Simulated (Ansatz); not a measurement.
# SiO2 (Stishovite): the cost of one run

Program: Ansatz 0.2.0. Level of theory: DFT, PBE, plane-wave PAW, default files, scalar-relativistic, as far as a step names no other. These are calculated values, not measurements.

## (1) The system as given

The structure is tetragonal, space group P4_2/mnm (No. 136). The conventional cell has a = 4.177 Å, b = 4.177 Å, c = 2.665 Å, α = 90.00°, β = 90.00°, γ = 90.00°. Around Si (site symmetry mmm) lie 6 O at 1.76 to 1.80 Å. O (site symmetry m2m) has 3 Si at 1.76 to 1.80 Å as nearest neighbours.

Coordinates:

```
CELL_PARAMETERS angstrom
4.17730 0.00000 0.00000
0.00000 4.17730 0.00000
0.00000 0.00000 2.66520
ATOMIC_POSITIONS crystal
Si 0.00000 0.00000 0.00000
Si 0.50000 0.50000 0.50000
O 0.30549 0.30549 0.00000
O 0.19451 0.80549 0.50000
O 0.69451 0.69451 0.00000
O 0.80549 0.19451 0.50000
```

The earlier run gave: gap on the mesh 5.62 eV, largest force 0.000 eV/Å, pressure 11.0 GPa.

Site by site (atoms counted from 1):

| site | atoms | first shell | V_zz (10²¹ V/m²) | η | C_Q (MHz) |
| --- | --- | --- | --- | --- | --- |
| Si | 1, 2 | 6 O at 1.76–1.80 Å | 1.70 | 0.57 | – |
| O | 3, 4, 5, 6 | 3 Si at 1.76–1.80 Å | -11.12 | 0.17 | 6.88 (¹⁷O) |

C_Q = eQV_zz/h, which is 24.18 MHz for Q = 1 b and V_zz = 10²¹ V/m²; η = (V_xx − V_yy)/V_zz. Nuclear quadrupole moments: year-2017 set (Pyykkö). A dash under C_Q marks elements without a common quadrupolar isotope.

## (2) Trying other settings (scf.convergence.dr2_threshold = 1e-06, kpoints.mp_grid.shift = [0.5, 0.5, 0.5])

Contents of input.yaml:

```yaml
crystal:
  lattice:
    - [4.1773, 0.0, 0.0]
    - [0.0, 4.1773, 0.0]
    - [0.0, 0.0, 2.6652]
  atoms:
    - { symbol: Si, position: [0.0, 0.0, 0.0] }
    - { symbol: Si, position: [0.5, 0.5, 0.5] }
    - { symbol: O, position: [0.305488923, 0.305488923, 0.0] }
    - { symbol: O, position: [0.194511077, 0.805488923, 0.5] }
    - { symbol: O, position: [0.694511077, 0.694511077, 0.0] }
    - { symbol: O, position: [0.805488923, 0.194511077, 0.5] }
kpoints:
  mp_grid: { grid: [5, 5, 7], shift: [0.5, 0.5, 0.5] }
scf:
  occupations: { method: fermi_dirac, width: 0.02 }
  convergence: { dr2_threshold: 1.0e-06 }
hamiltonian:
  xc: pbe
  pseudopotentials: { kind: paw }
output:
  forces: true
  stress: true
  populations: true
  efg: { quadrupole_moments_barn: { O: -0.02558 }, contact_densities: true }
```

Started as:

```
ansatz run input.yaml --threads 1 --pin off --max-ram 3072MiB --backend cpu --events-out ev --progress --plain --runs-dir out
```

**Question.** How long does this run take on 1 thread of Intel Xeon 6975P-C (Granite Rapids), shared host, and how much memory does it need?

About 1.5 s, with a peak of 0.4 GiB.
